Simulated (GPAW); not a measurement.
# InP (F-43m) in GPAW: a series of runs

The runs below take InP through equation of state, band structure, with BLYP, PBE, LDA, PBEsol.

Everything below comes from runs of GPAW 26.7.0. Logs are shortened: lines on timing, memory, paths and dates and some standing lists are left out, and cuts for length are marked. The log counts tension as positive stress, the text compression.

**Experimental background.**

A printed reference work, data compilation reports, for a bulk crystal of InP at 1.6 K: band gap 1.4236 eV (direct).

How close the calculation comes is told below.

## (1) The structure

It takes space group F-43m (No. 216, cubic). Conventional cell: a = 5.861 Å, b = 5.861 Å, c = 5.861 Å, α = 90.00°, β = 90.00°, γ = 90.00°. Around In (site symmetry -43m) lie 4 P at 2.54 Å. Around P (site symmetry -43m) lie 4 In at 2.54 Å.

## (2) Equation of state, BLYP

run.py

```python
from ase.eos import EquationOfState
from ase.io import Trajectory
from ase.spacegroup import crystal
from ase.units import GPa
from gpaw import GPAW, PW, setup_paths

setup_paths.insert(0, '.')

# In 4a
# P 4c
atoms = crystal(['In', 'P'],
                basis=[[0.0, 0.0, 0.0],
                       [0.25, 0.25, 0.25]],
                spacegroup=216, setting=1,  # F-43m
                cellpar=[5.861, 5.861, 5.861, 90.0, 90.0, 90.0],
                primitive_cell=True)

traj = Trajectory('eos.traj', 'w')
volumes, energies = [], []
for x in [0.94, 0.96, 0.98, 1.0, 1.02, 1.04, 1.06]:
    a = atoms.copy()
    a.set_cell(atoms.cell * x**(1 / 3), scale_atoms=True)
    calc = GPAW(mode=PW(600),
                xc='BLYP',
                kpts={'size': (6, 6, 6), 'gamma': True},
                occupations={'name': 'fermi-dirac', 'width': 0.05},
                nbands=18,
                convergence={'density': 1e-05, 'energy': 1e-05},
                eigensolver='davidson',
                maxiter=150,
                txt=f'eos-{x:.2f}.txt')
    a.calc = calc
    energies.append(a.get_potential_energy(force_consistent=True))
    volumes.append(a.get_volume())
    p = -a.get_stress()[:3].mean() / GPa
    calc.write(f'eos-{x:.2f}.gpw')
    traj.write(a)
    print(f'{x:.2f} {volumes[-1]:10.4f} A^3 {energies[-1]:14.6f} eV {p:9.3f} GPa', flush=True)

v0, e0, B = EquationOfState(volumes, energies, eos='birchmurnaghan').fit()
print(f'V0 = {v0:.4f} A^3, E0 = {e0:.6f} eV, B0 = {B / GPa:.2f} GPa')
```

Potentials or basis: PAW data sets generated in the run's folder for this functional, pw.

On the command line:

```sh
$ gpaw-setup -f BLYP In P
$ OMP_NUM_THREADS=1 python run.py
```

What it wrote:

```text
__  _  _
 | _ |_)|_||  |
 |__||  | ||/\| - 26.7.0

Input parameters:
  mode=PW(ecut=600.0),
  convergence={'density': 1e-05, 'energy': 1e-05},
  eigensolver=Davidson(niter=2),
  kpts=MonkhorstPack(size=(6, 6, 6), gamma=True),
  maxiter=150,
  nbands=18,
  occupations=Occupations(name='fermi-dirac', width=0.05),
  xc=XC(name='BLYP')

Diagonalizing LCAO Hamiltonian
Converting LCAO to pw mode

           P

       In

Atoms  # Å, Bohr magnetons
|   | symbol |        x |        y |        z |    initial magnetic moments |
|---|--------|----------|----------|----------|-----------------------------|
| 0 |     In | 0.000000 | 0.000000 | 0.000000 | ( 0.0000,  0.0000,  0.0000) |
| 1 |      P | 1.435339 | 1.435339 | 1.435339 | ( 0.0000,  0.0000,  0.0000) |

Unit cell  # Å
| periodic |        x |        y |        z |  lengths |    angles |
|----------|----------|----------|----------|----------|-----------|
|      yes | 0.000000 | 2.870677 | 2.870677 | 4.059750 | 60.000000 |
|      yes | 2.870677 | 0.000000 | 2.870677 | 4.059750 | 60.000000 |
|      yes | 2.870677 | 2.870677 | 0.000000 | 4.059750 | 60.000000 |

Number of symmetries: 24
Symmetry operations  # r_c * U_cc + t_c -> r_c
|    | kind |            matrix            |
|----|------|------------------------------|
|  0 |  E   |  1, 0, 0,  0, 1, 0,  0, 0, 1 |
|  1 |  σ   |  1, 0, 0,  0, 0, 1,  0, 1, 0 |
|  2 |  σ   |  1, 0,-1,  0, 1,-1,  0, 0,-1 |
|  3 |  C3  |  1, 0,-1,  0, 0,-1,  0, 1,-1 |
|  4 |  C3  |  1,-1, 0,  0,-1, 1,  0,-1, 0 |
|  5 |  σ   |  1,-1, 0,  0,-1, 0,  0,-1, 1 |
|  6 |  σ   |  0, 1, 0,  1, 0, 0,  0, 0, 1 |
|  7 |  C3  |  0, 1, 0,  0, 0, 1,  1, 0, 0 |
|  8 |  C2  |  0, 1,-1,  1, 0,-1,  0, 0,-1 |
|  9 |  S4  |  0, 1,-1,  0, 0,-1,  1, 0,-1 |
| 10 |  C3  |  0, 0, 1,  1, 0, 0,  0, 1, 0 |
| 11 |  σ   |  0, 0, 1,  0, 1, 0,  1, 0, 0 |
| 12 |  S4  |  0, 0,-1,  1, 0,-1,  0, 1,-1 |
| 13 |  C3  |  0, 0,-1,  0, 1,-1,  1, 0,-1 |
| 14 |  S4  |  0,-1, 1,  1,-1, 0,  0,-1, 0 |
| 15 |  C2  |  0,-1, 1,  0,-1, 0,  1,-1, 0 |
| 16 |  C3  |  0,-1, 0,  1,-1, 0,  0,-1, 1 |
| 17 |  S4  |  0,-1, 0,  0,-1, 1,  1,-1, 0 |
| 18 |  S4  | -1, 1, 0, -1, 0, 1, -1, 0, 0 |
| 19 |  C3  | -1, 1, 0, -1, 0, 0, -1, 0, 1 |
| 20 |  C3  | -1, 0, 1, -1, 1, 0, -1, 0, 0 |
| 21 |  S4  | -1, 0, 1, -1, 0, 0, -1, 1, 0 |
| 22 |  σ   | -1, 0, 0, -1, 1, 0, -1, 0, 1 |
| 23 |  C2  | -1, 0, 0, -1, 0, 1, -1, 1, 0 |

BZ-sampling:
  Number of BZ points: 216
  Number of IBZ points: 16

  Monkhorst-Pack size: [6, 6, 6]
  Monkhorst-Pack shift: [0.08333333333333333, 0.08333333333333333, 0.08333333333333333]

K-points  # in reciprocal-cell coordinates
|     |                                coordinates |     weight |
|-----|--------------------------------------------|------------|
|   0 | (  0.00000000,   0.00000000,   0.00000000) | 0.00462963 |
|   1 | (  0.16666667,   0.16666667,   0.00000000) | 0.02777778 |
|   2 | (  0.16666667,   0.16666667,   0.16666667) | 0.03703704 |
|   3 | (  0.33333333,   0.16666667,   0.16666667) | 0.05555556 |
|   4 | (  0.33333333,   0.33333333,  -0.33333333) | 0.05555556 |
|   5 | (  0.33333333,   0.33333333,   0.00000000) | 0.02777778 |
|   6 | (  0.33333333,   0.33333333,   0.16666667) | 0.11111111 |
|   7 | (  0.33333333,   0.33333333,   0.33333333) | 0.03703704 |
|   8 | (  0.50000000,   0.33333333,  -0.33333333) | 0.11111111 |
|   9 | (  0.50000000,   0.33333333,  -0.16666667) | 0.05555556 |
| ... |                                            |            |
|  15 | (  0.50000000,   0.50000000,   0.50000000) | 0.01851852 |

Plane wave coefficients: 1596
Cutoff: 600.0 eV

Spin-components: 1 (collinear spins)
Bands:           18
Projectors:      11
Spin-degeneracy: 2
Datatype:        complex128

Parallelization:
  kpt:    1
  domain: 1
  band:   1

Density:
  Valence electrons: 18.0
  Components: 1
  Grid points: [24 24 24]
  Charge: 0.0  # |e|

Potential:
  Grid points: [24 24 24]

species:
  In:
    name:    Indium
    Z:       49.0
    valence: 13
    core:    36
    charge:  0.0  # [|e|]
    compensation charges:
      type: gauss
      rc: 0.36  # [Å]
      lmax: 2
    cutoffs:
      filter: 2.09  # [Å]
      core: 2.48  # [Å]
    projectors
    | kind |    occ | energy [eV] | rcut [Å] |
    |------|--------|-------------|----------|
    |   5s |  2.000 |      -8.153 |    1.185 |
    |   5p |  1.000 |      -2.464 |    1.244 |
    |   4d | 10.000 |     -18.419 |    1.148 |
    |    s |        |      19.059 |    1.185 |
    |    p |        |      24.748 |    1.244 |
    |    d |        |       8.793 |    1.148 |

    Using partial waves for In as LCAO basis

  P:
    name:    Phosphorus
    Z:       15.0
    valence: 5
    core:    10
    charge:  0.0  # [|e|]
    compensation charges:
      type: gauss
      rc: 0.30  # [Å]
      lmax: 2
    cutoffs:
      filter: 1.69  # [Å]
      core: 1.81  # [Å]
    projectors
    | kind |    occ | energy [eV] | rcut [Å] |
    |------|--------|-------------|----------|
    |   3s |  2.000 |     -13.831 |    0.953 |
    |   3p |  3.000 |      -5.357 |    0.953 |
    |    s |        |      13.380 |    0.953 |
    |    p |        |      21.855 |    0.953 |
    |    d |        |       0.000 |    0.953 |

    Using partial waves for P as LCAO basis

Reference energy: -169299.769639  # eV

eigensolver:
  Davidson
  Converge bands: occupied
  niter=2

density mixing:
  MSR1-Mixer
  Pratt-step length: 0.05
  Maximum mixing coefficient: 0.75
  Old densities: 10
  SVD Regularization: 0.005
  Good broyden scale: 1.0
  Trust region scale: 1.0
  Backstep threshold: 4.0
  History deletion threshold: 6.0
  Fourier metric: weight=20.0, sigma=0.015

occupation numbers:
  Fermi-Dirac:
    width: 0.0500  # eV

poisson solver:
  ecut: 4800.0  # eV

xc functional:
  name: BLYP with 2 nearest neighbor stencil

convergence criteria:
[... 6 lines left out ...]
|iter     | |      energy | eigst |  dens |
|---------|-|-------------|-------|-------|
|iter:   1| |   -7.489867 | -0.18 |       |
|iter:   2| |   -7.398634 | -1.92 | -1.08 |
|iter:   3| |   -7.048099 | -1.66 | -1.12 |
|iter:   4| |   -7.045857 | -3.09 | -1.75 |
|iter:   5| |   -7.046299 | -3.78 | -2.17 |
|iter:   6| |   -7.046400 | -4.45 | -2.84 |
|iter:   7| |   -7.046409c| -5.39 | -3.53 |
|iter:   8| |   -7.046410c| -6.16 | -4.34 |
|iter:   9| |   -7.046410c| -6.87 | -5.02c|
|iter:  10| |   -7.046410c| -7.76c| -5.41c|

Converged in 10 steps
Energy contributions relative to reference atoms: (reference = -169299.769639)

Energy contributions:
  Kinetic:          32.209928
  Coulomb:         -28.510743
  Zero:              0.086807
  External:          0.000000
  Xc:              -10.832401
  Entropy:          -0.000001
  Spinorbit:         0.000000
  ----------------------------
  Free energy:      -7.046411
  Extrapolated:     -7.046410

dipole moment: (-22.175542, -22.175542, -22.175542)  # |e|*Ang

Fermi level: 6.532
Eigenvalues  # (at kpt = [0.000, 0.000, 0.000])
| band index |      eig [eV] | occ [0-2] |
|------------|---------------|-----------|
|          0 |        -8.265 |     2.000 |
|          1 |        -8.265 |     2.000 |
|          2 |        -8.265 |     2.000 |
|          3 |        -8.073 |     2.000 |
|          4 |        -8.073 |     2.000 |
|          5 |        -5.938 |     2.000 |
|          6 |         6.032 |     2.000 |
|          7 |         6.032 |     2.000 |
|          8 |         6.032 |     2.000 |
|          9 |         6.977 |     0.000 |
|         10 |        10.102 |     0.000 |
|         11 |        10.102 |     0.000 |
|         12 |        10.102 |     0.000 |
|         13 |        15.100 |     0.000 |
|         14 |        15.641 |     0.000 |
|         15 |        15.641 |     0.000 |
|         16 |        17.543 |     0.000 |
|         17 |        17.543 |     0.000 |

Gap: 0.944 eV
Transition (v -> c):
  (s=0, k=0, n=8, [0.00, 0.00, 0.00]) -> (s=0, k=0, n=9, [0.00, 0.00, 0.00])
No difference between direct/indirect transitions

Stress tensor  # eV/Ang^3
|         x |         y |         z |
|-----------|-----------|-----------|
| -0.074731 |  0.000000 | -0.000000 |
|  0.000000 | -0.074731 |  0.000000 |
| -0.000000 |  0.000000 | -0.074731 |

# Writing to eos-0.94.gpw (mode='')
```

Run time: 65 s. Hardware: 1 thread of Arm Neoverse V1, shared host; peak memory 0.24 GiB.

Results:

```yaml
Equilibrium_volume: "27.85 Å³/atom (rough: see the caveat)"
Bulk_modulus: 50 GPa (rough)
```

Energy against volume, from the lowest point:
```
volume (Å³/atom)  energy (meV/atom)
          23.657             126.17
          24.160              91.71
          24.663              63.38
          25.167              40.57
          25.670              22.74
          26.173               9.37
          26.677               0.00
```

Caveat: the minimum lies outside the volumes run.

## (3) Band structure, PBE

run.py

```python
from ase.dft.bandgap import bandgap
from ase.io import read, write
from ase.units import Bohr, GPa
from gpaw import GPAW, PW
from gpaw.elf import elf_from_dft_calculation

atoms = read('InP.xyz')

calc = GPAW(mode=PW(600),
            xc='PBE',
            kpts={'size': (8, 8, 8), 'gamma': True},
            occupations={'name': 'fermi-dirac', 'width': 0.05},
            nbands=18,
            convergence={'density': 1e-05, 'energy': 1e-05},
            maxiter=150,
            txt='gpaw.txt')
atoms.calc = calc
energy = atoms.get_potential_energy()
forces = atoms.get_forces()
stress = atoms.get_stress()
calc.write('gs.gpw')
write('result.traj', atoms)
print(f'Energy: {energy:.6f} eV')
print('Forces (eV/A):')
print(forces.round(4))
print('Stress (GPa):', (stress / GPa).round(3))
print('Fermi level:', round(calc.get_fermi_level(), 4), 'eV')
print(f'Gap: {bandgap(calc)[0]:.4f} eV, direct: {bandgap(calc, direct=True)[0]:.4f} eV')

# fields on the real-space grid
write('density.cube', atoms, data=calc.get_pseudo_density() * Bohr**3)
write('potential.cube', atoms, data=calc.get_electrostatic_potential())
write('elf.cube', atoms, data=elf_from_dft_calculation(calc).data)

path = atoms.cell.bandpath('GXWKGLUWLK,UX', npoints=80, eps=1e-4)
bs_calc = calc.fixed_density(kpts=path, symmetry='off', nbands=30,
                             convergence={'bands': 'CBM+6.0', 'eigenstates': 1e-6}, txt='bands.txt')
bs = bs_calc.band_structure()
bs.write('bs.json')
print(f'Gap on the path: {bandgap(bs_calc)[0]:.4f} eV')
```

InP.xyz

```xyz
2
Lattice="0.0000000000 2.9305000000 2.9305000000 2.9305000000 0.0000000000 2.9305000000 2.9305000000 2.9305000000 0.0000000000" Properties=species:S:1:pos:R:3 pbc="T T T"
In     0.0000000000      0.0000000000      0.0000000000
P      4.3957500000      4.3957500000      4.3957500000
```

Potentials or basis: GPAW PAW data sets (gpaw-data 1.2.1), pw.

On the command line:

```sh
$ OMP_NUM_THREADS=1 python run.py
```

gpaw.txt:

```text
__  _  _
 | _ |_)|_||  |
 |__||  | ||/\| - 26.7.0

Input parameters:
  mode=PW(ecut=600.0),
  convergence={'density': 1e-05, 'energy': 1e-05},
  kpts=MonkhorstPack(size=(8, 8, 8), gamma=True),
  maxiter=150,
  nbands=18,
  occupations=Occupations(name='fermi-dirac', width=0.05),
  xc=XC(name='PBE')

Diagonalizing LCAO Hamiltonian
Converting LCAO to pw mode

                     P

       In

Atoms  # Å, Bohr magnetons
|   | symbol |        x |        y |        z |    initial magnetic moments |
|---|--------|----------|----------|----------|-----------------------------|
| 0 |     In | 0.000000 | 0.000000 | 0.000000 | ( 0.0000,  0.0000,  0.0000) |
| 1 |      P | 4.395750 | 4.395750 | 4.395750 | ( 0.0000,  0.0000,  0.0000) |

Unit cell  # Å
| periodic |        x |        y |        z |  lengths |    angles |
|----------|----------|----------|----------|----------|-----------|
|      yes | 0.000000 | 2.930500 | 2.930500 | 4.144353 | 60.000000 |
|      yes | 2.930500 | 0.000000 | 2.930500 | 4.144353 | 60.000000 |
[... 175 lines left out ...]
Converged in 9 steps
Energy contributions relative to reference atoms: (reference = -169278.333319)

Energy contributions:
  Kinetic:          22.519798
  Coulomb:         -20.607946
  Zero:              0.128393
  External:          0.000000
  Xc:              -10.652741
  Entropy:          -0.000005
  Spinorbit:         0.000000
  ----------------------------
  Free energy:      -8.612500
  Extrapolated:     -8.612498

dipole moment: (-16.908366, -16.908366, -16.908366)  # |e|*Ang

Fermi level: 5.304
Eigenvalues  # (at kpt = [0.000, 0.000, 0.000])
| band index |      eig [eV] | occ [0-2] |
|------------|---------------|-----------|
|          0 |        -9.182 |     2.000 |
|          1 |        -9.182 |     2.000 |
|          2 |        -9.182 |     2.000 |
|          3 |        -9.028 |     2.000 |
|          4 |        -9.028 |     2.000 |
|          5 |        -6.605 |     2.000 |
[... 10 lines left out ...]
|         16 |        16.132 |     0.000 |
|         17 |        16.132 |     0.000 |

Gap: 0.711 eV
Transition (v -> c):
  (s=0, k=0, n=8, [0.00, 0.00, 0.00]) -> (s=0, k=0, n=9, [0.00, 0.00, 0.00])
No difference between direct/indirect transitions

Forces  # eV/Ang
|        x |        y |        z |
|----------|----------|----------|
| -0.00000 |  0.00000 |  0.00000 |  # In   0
|  0.00000 | -0.00000 | -0.00000 |  # P    1

Stress tensor  # eV/Ang^3
|         x |         y |         z |
|-----------|-----------|-----------|
| -0.019001 | -0.000000 | -0.000000 |
| -0.000000 | -0.019001 |  0.000000 |
| -0.000000 |  0.000000 | -0.019001 |

# Writing to gs.gpw (mode='')
```

stdout:

```text
Energy: -8.612498 eV
Forces (eV/A):
[[-0.  0.  0.]
 [ 0. -0. -0.]]
Stress (GPa): [-3.044 -3.044 -3.044  0.    -0.    -0.   ]
Fermi level: 5.3039 eV
Gap: 0.7109 eV, direct: 0.7109 eV
Gap on the path: 0.7109 eV
```

It took 55 s on 1 thread of Arm Neoverse V1, shared host; peak memory 0.27 GiB.

Results:

* Free energy: -8.6125 eV
* Pressure: 3.0 GPa
* Band gap on the k mesh: 0.71 eV, direct
* Band gap along the path: 0.71 eV, direct

Levels at the corners of the path, in eV from the valence-band top:
| point | band 7 | band 8 | band 9 | band 10 | band 11 | band 12 |
| --- | --- | --- | --- | --- | --- | --- |
| Γ | 0.00 | 0.00 | 0.00 | 0.71 | 4.06 | 4.06 |
| X | -5.75 | -2.33 | -2.33 | 1.76 | 2.28 | 9.21 |
| W | -5.60 | -2.96 | -2.93 | 4.29 | 4.38 | 5.56 |
| K | -5.60 | -3.31 | -1.95 | 2.36 | 4.39 | 7.49 |
| Γ | 0.00 | 0.00 | 0.00 | 0.71 | 4.06 | 4.06 |
| L | -5.73 | -0.98 | -0.98 | 1.50 | 4.80 | 4.80 |
| U | -5.60 | -3.31 | -1.95 | 2.36 | 4.39 | 7.49 |
| W | -5.60 | -2.96 | -2.93 | 4.29 | 4.38 | 5.56 |
| L | -5.73 | -0.98 | -0.98 | 1.50 | 4.80 | 4.80 |
| K | -5.60 | -3.31 | -1.95 | 2.36 | 4.39 | 7.49 |
| U | -5.60 | -3.31 | -1.95 | 2.36 | 4.39 | 7.49 |
| X | -5.75 | -2.33 | -2.33 | 1.76 | 2.28 | 9.21 |

Caveat: spin-orbit coupling is left out, which moves the levels of the heavy elements.

## (4) Band structure, PBE, spin-orbit coupling, no magnetisation

run.py: that of step 3 with these lines changed.

```diff
@@ -1 +1,2 @@
+import numpy as np
 from ase.dft.bandgap import bandgap
@@ -5,4 +6,5 @@
 from gpaw.elf import elf_from_dft_calculation
+from gpaw.spinorbit import soc_eigenstates
 
-atoms = read('InP.xyz')
+atoms = read('POSCAR')
 
@@ -10,3 +12,3 @@
             xc='PBE',
-            kpts={'size': (8, 8, 8), 'gamma': True},
+            kpts={'size': (6, 6, 6), 'gamma': True},
             occupations={'name': 'fermi-dirac', 'width': 0.05},
@@ -34,3 +36,3 @@
 
-path = atoms.cell.bandpath('GXWKGLUWLK,UX', npoints=80, eps=1e-4)
+path = atoms.cell.bandpath('GXWKGLUWLK,UX', npoints=100, eps=1e-4)
 bs_calc = calc.fixed_density(kpts=path, symmetry='off', nbands=30,
@@ -40 +42,7 @@
 print(f'Gap on the path: {bandgap(bs_calc)[0]:.4f} eV')
+
+soc = soc_eigenstates(bs_calc, theta=0, phi=0)
+np.savetxt('soc_bands.dat', soc.eigenvalues(), fmt='%.4f')
+mesh = soc_eigenstates('gs.gpw', theta=0, phi=0)
+np.savetxt('soc_mesh.dat', mesh.eigenvalues(), fmt='%.4f')
+print('Fermi level with spin-orbit coupling:', round(mesh.fermi_level, 4), 'eV')
```

POSCAR

```
InP
1.0
    0.0000000000      2.9305000000      2.9305000000
    2.9305000000      0.0000000000      2.9305000000
    2.9305000000      2.9305000000      0.0000000000
In P
1 1
Direct
    0.0000000000      0.0000000000      0.0000000000
    0.7500000000      0.7500000000      0.7500000000
```

On the command line:

```sh
$ OMP_NUM_THREADS=1 python run.py
```

It took 58 s on 1 thread of Arm Neoverse V1, shared host; peak memory 0.31 GiB.

Results (log left out):

```
Free energy             : -8.6019 eV
Pressure                : 3.0 GPa
Band gap on the k mesh  : 0.68 eV, direct
Band gap along the path : 0.68 eV, direct
```

Levels at the corners of the path, in eV from the valence-band top:
| point | band 15 | band 16 | band 17 | band 18 | band 19 | band 20 | band 21 | band 22 |
| --- | --- | --- | --- | --- | --- | --- | --- | --- |
| Γ | 0.00 | 0.00 | 0.00 | 0.00 | 0.68 | 0.68 | 3.69 | 3.69 |
| X | -2.43 | -2.43 | -2.32 | -2.32 | 1.73 | 1.73 | 2.24 | 2.24 |
| W | -3.09 | -2.99 | -2.94 | -2.89 | 4.26 | 4.26 | 4.33 | 4.36 |
| K | -3.40 | -3.30 | -1.99 | -1.98 | 2.32 | 2.33 | 4.34 | 4.36 |
| Γ | 0.00 | 0.00 | 0.00 | 0.00 | 0.68 | 0.68 | 3.69 | 3.69 |
| L | -1.08 | -1.08 | -0.96 | -0.96 | 1.47 | 1.47 | 4.66 | 4.66 |
| U | -3.40 | -3.30 | -1.99 | -1.98 | 2.32 | 2.33 | 4.34 | 4.36 |
| W | -3.09 | -2.99 | -2.94 | -2.89 | 4.26 | 4.26 | 4.33 | 4.36 |
| L | -1.08 | -1.08 | -0.96 | -0.96 | 1.47 | 1.47 | 4.66 | 4.66 |
| K | -3.40 | -3.30 | -1.99 | -1.98 | 2.32 | 2.33 | 4.34 | 4.36 |
| U | -3.40 | -3.30 | -1.99 | -1.98 | 2.32 | 2.33 | 4.34 | 4.36 |
| X | -2.43 | -2.43 | -2.32 | -2.32 | 1.73 | 1.73 | 2.24 | 2.24 |

Caveat: spin-orbit coupling was added after a scalar SCF, so levels and gaps hold it while energy, forces, pressure and moments don't; this program's spin-orbit splittings come out too wide for heavy elements.

(Continued in part 2 of 2.)
